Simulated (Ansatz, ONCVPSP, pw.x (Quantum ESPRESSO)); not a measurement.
**From atom to crystal: ONCV potential for lanthanum**

```json
{"Element": "La (Z = 57)", "Generator": "ONCVPSP 4.0.1.1 (patched build)", "Type": "optimised norm-conserving Vanderbilt (ONCV)", "Functional": "PBE", "Relativity": "scalar-relativistic", "Frozen core": "[Kr] 4d10", "Valence charge": "11", "Reference configuration": "5s2 5p6 5d1 6s2", "Partial waves": "5s+6s: rc 2.55 bohr, ncon 4, nbas 7, qcut 4.2 1/bohr, 2 projectors; 5p: rc 2.00 bohr, ncon 3, nbas 8, qcut 4.2 1/bohr, 2 projectors, debl 3.2 Ha; 5d: rc 3.00 bohr, ncon 3, nbas 8, qcut 4.6 1/bohr, 2 projectors, debl 2.9 Ha; f scattering state at 0.31 Ha: rc 2.40 bohr, ncon 5, nbas 8, qcut 4.6 1/bohr, 2 projectors, debl 0.3 Ha", "Local potential": "polynomial inside 1.55 bohr (lpopt 5, dvloc0 6 Ha)", "Core correction": "polynomial model core, fcfact 0.35"}
```

In the f channel the program set the typed energies aside and used -0.160, 0.140 Ha.

Atomic tests: cutoffs needed: 8.3 Ha and 51 Ha (the cutoffs (Ha) at which the residual kinetic energy of the hardest occupied pseudo-wave falls to 1 and 0.1 mHa per electron) The cutoffs count occupied waves only; projector 1 of the f channel, the hardest unoccupied one, needs 47 Ha at the loose tolerance.; ghost test: no bound ghost flagged; GHOST(+) flags only above 600 eV; largest excitation error: -8.7 meV (all-electron minus pseudo) for 5s2 5p6 5d1 6s0, out of 4 test configurations.

Crystal test: sc La in pw.x 7.5, no spin, 10³ k-points, Fermi–Dirac smearing 0.01 Ry, cutoffs 120/480 Ry. The reference is all-electron LAPW (Ansatz 0.2.0) with the same functional, mesh and smearing; V0 and B0 come from Birch–Murnaghan fits to the pressures at five volumes. Errors are pseudo minus all-electron; Δ is the rms difference of the E(V) curves that follow from these fits, minima aligned, over ±6 % about the mean V0. Mesh and smearing are coarse, so the numbers serve the comparison and aren't converged zero-temperature values; the lattice is a test structure that the element need not adopt.

All-electron: a0 = 3.331 Å (V0 = 36.94 Å³/atom), B0 = 22.3 GPa.

How far does the potential miss the all-electron equation of state?

mean pressure error (GPa): -0.22; a0 (Å): 3.320; a0 error (%): -0.33; B0 error (%): -1.3; Δ (meV/atom): 1.8.

```tsv
V (Å³/atom)	P all-electron (GPa)	P pseudo (GPa)
35.159	1.20	0.93
36.084	0.55	0.31
37.009	-0.04	-0.25
37.934	-0.56	-0.75
38.859	-1.03	-1.20
```

At the middle volume, how do free energy and pressure move when the wave cutoff is lowered (ecutrho kept at four times it)?

```csv
cutoff (Ry),shift of F (meV/atom),shift of P (GPa)
54,+133.2,+1.06
72,+100.8,-0.03
96,+19.6,-0.30
```

The run at the middle volume (56 k-points, 9 iterations) took about 2.7 min on one core of a shared host (Neoverse-N1, 64 threads, 124 GiB, load 61).
